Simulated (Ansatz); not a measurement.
Band structure of CsPbI3 (Pm-3m, 5 atoms in the cell).

```xyz
5
Lattice="6.3686 0.0000 0.0000 0.0000 6.3686 0.0000 0.0000 0.0000 6.3686" Properties=species:S:1:pos:R:3 pbc="T T T"
Cs     3.1843     3.1843     3.1843
Pb     0.0000     0.0000     0.0000
I      0.0000     0.0000     3.1843
I      3.1843     0.0000     0.0000
I      0.0000     3.1843     0.0000
```

Method of the run: PBE, PAW files (plane waves; Ansatz, an electronic-structure program).

Settings: basis.ecutwfc = 420 eV; kpoints.mp_grid.grid = 5 5 5; hamiltonian.xc = pbe; hamiltonian.pseudopotentials = {kind: paw} (an earlier, softer set of the program's PAW files); scf.occupations.method = fermi_dirac; scf.occupations.width = 0.02 eV; kpoints.band_path.npoints = 8.

The starting cell comes from a database of computed structures (which also holds hypothetical and non-ambient phases and stackings), without a prior relaxation at this level. Its lattice was rescaled by a random factor within 2.5 % of one. Spin-orbit coupling is off.

### Question
Predict the gap along the standard path and the places of the band edges.

### Answer
The gap along the path is 1.46 eV, direct at R to within 0.01 eV.

Levels in eV from the top of the valence band on the path, bands 34 to 41:
```json
[
 {"point": "Γ", "34": "-1.27", "35": "-1.15", "36": "-1.15", "37": "-1.15", "38": "3.10", "39": "4.18", "40": "4.18", "41": "4.61"},
 {"point": "X", "34": "-1.40", "35": "-1.24", "36": "-1.24", "37": "-0.89", "38": "2.21", "39": "4.53", "40": "4.82", "41": "5.15"},
 {"point": "M", "34": "-1.51", "35": "-1.37", "36": "-0.76", "37": "-0.44", "38": "1.88", "39": "1.88", "40": "4.80", "41": "5.08"},
 {"point": "R", "34": "-0.75", "35": "-0.75", "36": "-0.75", "37": "0.00", "38": "1.46", "39": "1.46", "40": "1.46", "41": "3.97"}
]
```

Keys are those of Ansatz 0.2.
